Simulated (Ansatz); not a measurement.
**C: stress in a strained cell**

C is deformed so: xy engineering shear strain of -3 %. What stress and forces result, by LAPW, PAW and all-electron datasets made for the crystal?

Computed with Ansatz 0.2.0 (DFT PBE, scalar-relativistic, unless a step's input says otherwise).

## 1. The structure to begin with

The structure is cubic, space group Fd-3m (No. 227). The conventional cell has a = 3.567 Å, b = 3.567 Å, c = 3.567 Å, α = 90.00°, β = 90.00°, γ = 90.00°. C (site symmetry -43m) is surrounded by 4 C at 1.54 Å.

Structure file:

```
CELL_PARAMETERS angstrom
0.00000 1.78340 1.78340
1.78340 0.00000 1.78340
1.78340 1.78340 0.00000
ATOMIC_POSITIONS crystal
C 0.50000 0.50000 0.50000
C 0.75000 0.75000 0.75000
```

Atoms are numbered in the order of the input: C1, C2.

## 2. The deformed structure

Space group Fd-3m before, Imma after.

## 3. LAPW, all electrons

input.yaml reads:

```yaml
crystal:
  lattice:
    - [-0.026751, 1.7834, 1.7834]
    - [1.7834, -0.026751, 1.7834]
    - [1.756649, 1.756649, 0.0]
  atoms:
    - { symbol: C, position: [0.5, 0.5, 0.5] }
    - { symbol: C, position: [0.75, 0.75, 0.75] }
kpoints:
  mp_grid: { grid: [16, 16, 16] }
scf:
  occupations: { method: fermi_dirac, width: 0.03 }
hamiltonian:
  xc: pbe
  pseudopotentials: { kind: all_electron, lapw: { basis_error: 0.00025 } }
output:
  forces: true
  stress: true
  eigenvalues: true
```

The program printed, shortened:

```text
LAPW: plane waves up to 11.920 Å⁻¹, error target 2.5e-4 eV per atom; small_component_spin mean_spin; C in spheres of 0.765 Å, 6 of its electrons in bands, Dirac shells []
[...]
Pseudopotentials: kind: all_electron
Pseudopotential: C, LAPW, valence charge 6, Koelling and Harmon's equation, gaussian nucleus
Functional definition: PBE
[...]
Crystal: 2 atoms, lattice volume = 11.342 Å³
Basis set: ecut = 541.3479967195095 eV, 331 PW (Γ), exchange–correlation at level 2
Bands: 10, of which v1, the nominal top of the filled ones, is band 6 counted from 1 (5 counted from 0)
Symmetry: 8 space group operations
Space group: Imma (ITA 74), of the structure as read, at distance tolerance 2.2e-5 Å
k-points: 621 of 4096
[...]
SCF iter   1: F=—  HF=-2074.062426 eV  |F-HF|=—  |Δ(HF+E_count)|=         —  Δρ=1.35e-1  dr2=1.49e0  ethr=1.24e-2  ⟨swp⟩=2.0  Hψ=45924  notcnv=0
[...]
the basis was enlarged: its passes take 124.2 KiB over the memory plan, 1 of 1 planned eigensolver slots
SCF iter   5: F=-2073.450083 eV  HF=-2073.450083 eV  |F-HF|=6.45e-8  |Δ(HF+E_count)|=   6.30e-6  Δρ=3.24e-5  dr2=3.75e-8  ethr=2.34e-8  ⟨swp⟩=3.0  Hψ=16117  notcnv=0
[...]
SCF converged after 5 iterations
Free energy (F): -2073.450083 eV
[...]
E sigma→0 (E₀):  -2073.450083 eV
Fermi energy:    15.654702 eV
[...]
--- Forces (eV/Å), atoms counted from 1 ---
  atom   1  C      0.00000000    -0.00000000    -0.08828903
  atom   2  C      0.00000000     0.00000000     0.08828903
[...]
--- Stress (GPa, compression-positive) ---
        2.391218      17.024736      -0.000000
       17.024736       2.391218      -0.000000
       -0.000000      -0.000000       1.856374
  P = ⅓ Tr σ = 2.2129 GPa (22.129 kbar)
--- Band table (eV; the first three rows and the last of 621) ---
  k-point 0: bands = ["-252.1631", "-252.1512", "-7.8437", "13.6145", "13.6311", "13.6406", "18.7802", "19.1802", "19.6919", "27.0387"]
[...]
```

It took 38 s on 1 thread, shared host.

In short: pressure 2.21 GPa; gap on the k mesh 4.03 eV; largest force 0.088 eV/Å.

## 4. Frozen-core PAW

input.yaml, as its differences from that of step 3:

```diff
@@ -14,3 +14,3 @@
   xc: pbe
-  pseudopotentials: { kind: all_electron, lapw: { basis_error: 0.00025 } }
+  pseudopotentials: { kind: paw }
 output:
@@ -19 +19,2 @@
   eigenvalues: true
+  efg: { contact_densities: true }
```

The program printed, shortened:

```text
[...]
Pseudopotentials: kind: paw
Pseudopotential: C, paw, valence charge 4, recommended cutoff 420 eV (normal)
[... 1 set-up line as earlier in the session ...]
[...]
Crystal: 2 atoms, lattice volume = 11.342 Å³
Basis set: ecut = 420 eV, 225 PW (Γ), exchange–correlation on 36×36×36 points (8 copies of the dense FFT grid, shifted against one another)
Bands: 8, of which v1, the nominal top of the filled ones, is band 4 counted from 1 (3 counted from 0)
[... 2 set-up lines as earlier in the session ...]
k-points: 621 of 4096
[...]
SCF iter   1: F=—  HF=-501.597272 eV  |F-HF|=—  |Δ(HF+E_count)|=         —  Δρ=1.83e-3  dr2=9.41e-5  ethr=1.77e-3  ⟨swp⟩=4.9  Hψ=32288  notcnv=0
[...]
SCF iter   6: F=-501.597459 eV  HF=-501.597459 eV  |F-HF|=2.20e-11  |Δ(HF+E_count)|=   1.43e-9  Δρ=1.50e-6  dr2=1.11e-10  ethr=5.69e-11  ⟨swp⟩=1.0  Hψ=14920  notcnv=0
[...]
E sigma→0 (E₀):  -501.597459 eV
Fermi energy:    15.342468 eV
[...]
--- Forces (eV/Å), atoms counted from 1 ---
  atom   1  C      0.00000000    -0.00000000    -0.08797413
  atom   2  C      0.00000000     0.00000000     0.08797413
[...]
--- Stress (GPa, compression-positive) ---
        2.408602      16.996069       0.000000
       16.996069       2.408602      -0.000000
        0.000000      -0.000000       1.878170
  P = ⅓ Tr σ = 2.2318 GPa (22.318 kbar)
--- PAW observables at the nuclei: V_zz in 10²¹ V/m², potentials from the cell's mean, atoms counted from 1 ---
  atom   1  C  V_zz =    -0.310885   η = 0.9685   by run symmetry: allowed
            electrostatic potential = -419.195063 V   contact ρ = 866.319055 e/Å³
  atom   2  C  V_zz =    -0.310885   η = 0.9685   by run symmetry: allowed
            electrostatic potential = -419.195063 V   contact ρ = 866.319055 e/Å³
--- Band table (eV; the first three rows and the last of 621) ---
  k-point 0: bands = ["-8.1649", "13.3026", "13.3184", "13.3294", "18.4626", "18.8618", "19.3752", "26.6668"]
[...]
```

It took 4.3 s on 1 thread, shared host.

In short: pressure 2.23 GPa; gap on the k mesh 4.03 eV; largest force 0.088 eV/Å; Vzz C1 -0.31 (η = 0.97) (10²¹ V/m²).

## 5. All-electron PAW on datasets made for the crystal

input.yaml, as its differences from that of step 4:

```diff
@@ -14,3 +14,3 @@
   xc: pbe
-  pseudopotentials: { kind: paw }
+  pseudopotentials: { kind: all_electron, datasets: crystal }
 output:
```

The program printed, shortened:

```text
[...]
[... 1 set-up line as earlier in the session ...]
Pseudopotential: C, paw, valence charge 4, recommended cutoff 560 eV (normal), Koelling and Harmon's equation, gaussian nucleus
[... 1 set-up line as earlier in the session ...]
[...]
Crystal: 2 atoms, lattice volume = 11.342 Å³
Basis set: ecut = 560 eV, 335 PW (Γ), exchange–correlation on 40×40×40 points (8 copies of the dense FFT grid, shifted against one another)
Bands: 8, of which v1, the nominal top of the filled ones, is band 4 counted from 1 (3 counted from 0)
[... 2 set-up lines as earlier in the session ...]
k-points: 621 of 4096
[...]
SCF iter   1: F=—  HF=-2073.876099 eV  |F-HF|=—  |Δ(HF+E_count)|=         —  Δρ=1.47e-1  dr2=1.67e0  ethr=2.04e-2  ⟨swp⟩=2.0  Hψ=30070  notcnv=0
[...]
  The terms above E_closure are by the made datasets' own strengths, without shells solved beside the bands.
--- Forces (eV/Å), atoms counted from 1 ---
  atom   1  C      0.00000000    -0.00000000    -0.08811037
  atom   2  C      0.00000000     0.00000000     0.08811037
[...]
--- Stress (GPa, compression-positive) ---
        2.390359      17.022072       0.000000
       17.022072       2.390359      -0.000000
        0.000000      -0.000000       1.855428
  P = ⅓ Tr σ = 2.2120 GPa (22.120 kbar)
--- PAW observables at the nuclei: V_zz in 10²¹ V/m², potentials from the cell's mean, atoms counted from 1 ---
  atom   1  C  V_zz =    -0.313203   η = 0.9714   by run symmetry: allowed
            electrostatic potential = -419.226331 V   contact ρ = 866.461938 e/Å³
  atom   2  C  V_zz =    -0.313203   η = 0.9714   by run symmetry: allowed
            electrostatic potential = -419.226331 V   contact ρ = 866.461938 e/Å³
--- Band table (eV; the first three rows and the last of 621) ---
  k-point 0: bands = ["-7.8437", "13.6146", "13.6313", "13.6406", "18.7802", "19.1803"]
[...]
```

Run time: 23 s. Hardware: 1 thread, shared host.

This run gives: pressure 2.21 GPa; gap on the k mesh 4.03 eV; largest force 0.088 eV/Å; Vzz C1 -0.31 (η = 0.97) (10²¹ V/m²).

## 6. Side by side

Stress (GPa, compression positive):

| method | xx | yy | zz | yz | xz | xy |
| --- | --- | --- | --- | --- | --- | --- |
| LAPW | 2.39 | 2.39 | 1.86 | 0.00 | 0.00 | 17.02 |
| PAW | 2.41 | 2.41 | 1.88 | 0.00 | 0.00 | 17.00 |
| crystal datasets | 2.39 | 2.39 | 1.86 | 0.00 | 0.00 | 17.02 |

Forces (eV/Å):

| atom | LAPW x | LAPW y | LAPW z | PAW x | PAW y | PAW z | crystal datasets x | crystal datasets y | crystal datasets z |
| --- | --- | --- | --- | --- | --- | --- | --- | --- | --- |
| C1 | 0.000 | 0.000 | -0.088 | 0.000 | 0.000 | -0.088 | 0.000 | 0.000 | -0.088 |
| C2 | 0.000 | 0.000 | 0.088 | 0.000 | 0.000 | 0.088 | 0.000 | 0.000 | 0.088 |

| method | pressure (GPa) | gap on the k mesh (eV) | largest force (eV/Å) | Vzz C1 (10²¹ V/m²) | SCF cycles, all passes | time |
| --- | --- | --- | --- | --- | --- | --- |
| LAPW | 2.21 | 4.03 | 0.088 | – | 5 | 38 s |
| PAW | 2.23 | 4.03 | 0.088 | -0.31 | 6 | 4.3 s |
| crystal datasets | 2.21 | 4.03 | 0.088 | -0.31 | 6 | 23 s |

## 7. What came out

| quantity | value |
| --- | --- |
| pressure | LAPW 2.21, PAW 2.23, crystal datasets 2.21 GPa |
| largest shear or deviatoric stress (LAPW) | 17.02 GPa |

What this shows: The largest part of the stress beyond the pressure is 17.02 GPa in size, in the xy component; the atoms are carried along and not relaxed. No run of the undeformed cell stands beside it, so the pressure holds what the given cell had before the change. PAW: stress within 0.03 GPa of LAPW, forces within 1 meV/Å. Crystal datasets: stress within 0.01 GPa of LAPW, forces within 1 meV/Å.
